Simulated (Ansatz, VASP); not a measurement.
**One calculation of CdTe, two programs**

INCAR

```
SYSTEM = CdTe
PREC = Accurate ; ENCUT = 520
EDIFF = 1E-6 ; ISMEAR = -1
SIGMA = 0.05 ; LREAL = .FALSE.
LASPH = .TRUE. ; NELM = 80
ALGO = Normal ; ISIF = 2
LWAVE = .FALSE. ; LCHARG = .TRUE.
GGA = PE ; LELF = .TRUE.
LVHAR = .TRUE. ; NBANDS = 16
```

The input KPOINTS:

```
Automatic mesh
0
G
  11 11 11
  0 0 0
```

The input POSCAR:

```
CdTe
1.0
    3.6277705126      0.0000000000      0.0000000000
    0.0000000000      3.6277705126      0.0000000000
    0.0000000000      0.0000000000      3.6277705126
Cd Te
1 1
Direct
    0.0000000000      0.0000000000      0.0000000000
    0.5000000000      0.5000000000      0.5000000000
```

Input for Ansatz:

```yaml
crystal:
  lattice:
    - [3.6277705126, 0.0, 0.0]
    - [0.0, 3.6277705126, 0.0]
    - [0.0, 0.0, 3.6277705126]
  atoms:
    - { symbol: Cd, position: [0.0, 0.0, 0.0] }
    - { symbol: Te, position: [0.5, 0.5, 0.5] }
kpoints:
  mp_grid: { grid: [11, 11, 11] }
scf:
  occupations: { method: fermi_dirac, width: 0.05 }
hamiltonian:
  xc: pbe
  pseudopotentials: { kind: nc }
output:
  forces: true
  stress: true
  eigenvalues: true
```

Change from the starting cell: volume scaled by 0.88, norm-conserving files.

Alike in both runs: task single point; functional PBE; k mesh 11 × 11 × 11; occupations fermi-dirac, width 0.05 eV; no spin polarisation.

|  | VASP | Ansatz |
| --- | --- | --- |
| version | VASP 6.6.1 | Ansatz 0.2.0 |
| potentials or method | VASP PAW PBE potentials, release 64 (Cd, Te) | norm-conserving pseudopotentials, scalar-relativistic |
| plane-wave cutoff (eV) | 520 | 1120 |
| valence electrons in the cell | 18 | 36 |

Ansatz gave:

| Quantity | Value |
| --- | --- |
| pressure (GPa) | 8.0 |

Question: Estimate VASP's values.

Answer: Pressure (GPa): 8.2.

The two sets of potentials don't hold the same shells in valence.

Spin-orbit coupling is left out, which matters for the levels of Te.
